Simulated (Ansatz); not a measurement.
Mo (Im-3m), stationary points along a deformation path

Method: DFT r2SCAN, scalar-relativistic, plane waves, PAW (Ansatz). The runs took a 500 eV cutoff, a Γ-centred 24×24×24 mesh and Gaussian smearing (0.15 eV). No spin polarisation. Energies are free energies at this smearing, counted from the undisturbed cell; pressure is positive in compression.

The starting cell (as given, not relaxed at this level; it stands at 2.3 GPa):

```
CELL_PARAMETERS angstrom
-1.57100 1.57100 1.57100
1.57100 -1.57100 1.57100
1.57100 1.57100 -1.57100
ATOMIC_POSITIONS crystal
Mo 0.00000 0.00000 0.00000
```

At fixed volume and fractional coordinates, lengths along (0.000, 0.000, 1.000) are scaled against those across it; ρ is that ratio over its starting value. V = 15.509 Å³/atom. Δσ is the stress along the axis less the mean stress across it (compression positive).

```csv
ρ,ΔE (meV/atom),Δσ (GPa),space group
0.650,922.4,67.97,I4/mmm
0.707,634.4,39.17,I4/mmm
0.780,438.9,28.36,I4/mmm
0.850,258.1,38.54,I4/mmm
0.920,75.4,27.97,I4/mmm
0.960,17.9,13.66,I4/mmm
1.000,0.0,0.00,Im-3m
1.050,24.9,-15.63,I4/mmm
1.100,91.6,-28.13,I4/mmm
1.200,280.1,-34.28,I4/mmm
1.300,427.2,-20.94,I4/mmm
1.414,486.0,-0.04,Fm-3m
1.500,463.0,10.68,I4/mmm
```

Task: How does the stress give the slope of the energy, and where is the energy stationary?

Result: Along the path d ln(length) is 2/3 d ln ρ on the axis and −1/3 d ln ρ across it, so dE/d ln ρ = −(2/3) V Δσ: the energy falls with ρ where Δσ is positive. Δσ vanishes or changes sign at ρ = 1.000 (Im-3m), a minimum at 0.0 meV/atom; at ρ = 1.414 (Fm-3m), a maximum at 486.0 meV/atom. Pairs of stationary points between two samples would go unseen, and could change a minimum read from distant neighbours into a maximum. At ρ = 1.000, 1.414 the cell is cubic, where symmetry alone makes the stress isotropic and the slope zero.

Task: Which shear constant sets the curvature at ρ = 1?

Result: For a cubic crystal E/V = (2/3) C (ln ρ)² with C = C′ = (C11 − C12)/2, so Δσ = −2C ln ρ. The parabola of Δσ against ln ρ through ρ = 0.960, 1 and 1.050 gives C ≈ 164 GPa with the ions clamped, rough because the steps are large. It is the stress–strain coefficient at this cell's pressure of 2.3 GPa, not the zero-pressure constant.

Task: Integrate that slope from ρ = 1 to 0.850 by the trapezoid rule.

Result: With V/N in Å³ and 1 eV/Å³ = 160.2 GPa the slopes at ρ = 1.000, 0.960, 0.920, 0.850 are 0, -882, -1805, -2487 meV/atom per unit of ln ρ. The steps add 18.0 + 57.2 + 169.8 = 245.0 meV/atom, against 258.1 from the energies; the trapezoid rule misses the curvature of the slope within each step.

In a metal these slopes depend on the k mesh and the smearing.